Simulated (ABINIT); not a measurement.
MgO:

```
CELL_PARAMETERS angstrom
0.00000 2.09700 2.09700
2.09700 0.00000 2.09700
2.09700 2.09700 0.00000
ATOMIC_POSITIONS crystal
Mg 0.00000 0.00000 0.00000
O 0.50000 0.50000 0.50000
```

The cell is a database's computed one.

Base run:

| Item | Value |
| --- | --- |
| Program | ABINIT 10.8.3 (patched build) |
| Functional | BP86 |
| Potentials or basis | JTH PAW PBE v2.0 |
| Cutoff | 626 eV |
| k mesh | 11 × 11 × 11 |
| Occupations | fermi-dirac, width 0.05 eV |
| Spin | no spin polarisation |

Its results: band gap on the k mesh 4.93 eV, direct; pressure 7.3 GPa.

After a change of settings the same cell gave: band gap on the k mesh 5.33 eV, direct; pressure 9.2 GPa. Which change was it?
A. functional from BP86 to AM05
B. functional from BP86 to LDA-PZ; potentials or basis from JTH PAW PBE v2.0 to JTH PAW LDA v2.0
C. functional from BP86 to PBEsol; k mesh from 11 × 11 × 11 to 14 × 14 × 14
D. functional from BP86 to HCTH407

D.

Caveats: the PAW data sets were made with another functional, which shifts forces and pressure a little.

Runs at the PBE level aren't shown here.
